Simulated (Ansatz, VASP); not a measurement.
## One calculation of SiC, two programs

```
CELL_PARAMETERS angstrom
0.00000 2.17962 2.17962
2.17962 0.00000 2.17962
2.17962 2.17962 0.00000
ATOMIC_POSITIONS crystal
Si 0.25000 0.25000 0.25000
C 0.00000 0.00000 0.00000
```

Alike in both runs: functional PBE; k mesh 10 × 10 × 10; occupations gaussian, width 0.02 eV; no spin polarisation.

Ansatz relaxed the structure, and its values are those at the end. VASP's run is a single point on that final structure, the one shown.

|  | VASP | Ansatz |
| --- | --- | --- |
| version | VASP 6.6.1 | Ansatz 0.2.0 |
| potentials or method | VASP PAW PBE potentials, release 64 (Si, C) | scalar-relativistic, plane waves, PAW |
| plane-wave cutoff (eV) | 520 | 420 |
| valence electrons in the cell | 8 | 8 |

Ansatz gave:

| Property | Result |
| --- | --- |
| gap on the k mesh at the Fermi level (eV) | 1.36 |
| least direct gap on the mesh (eV) | 4.54 |
| pressure (GPa) | 3.1 |

**Question.** Estimate VASP's values.

**Answer.** gap on the k mesh at the Fermi level (eV): 1.36; least direct gap on the mesh (eV): 4.54; pressure (GPa): 3.0.

A k mesh can miss the band edges. A hybrid or GW would open this gap; PBE tends to underestimate it.
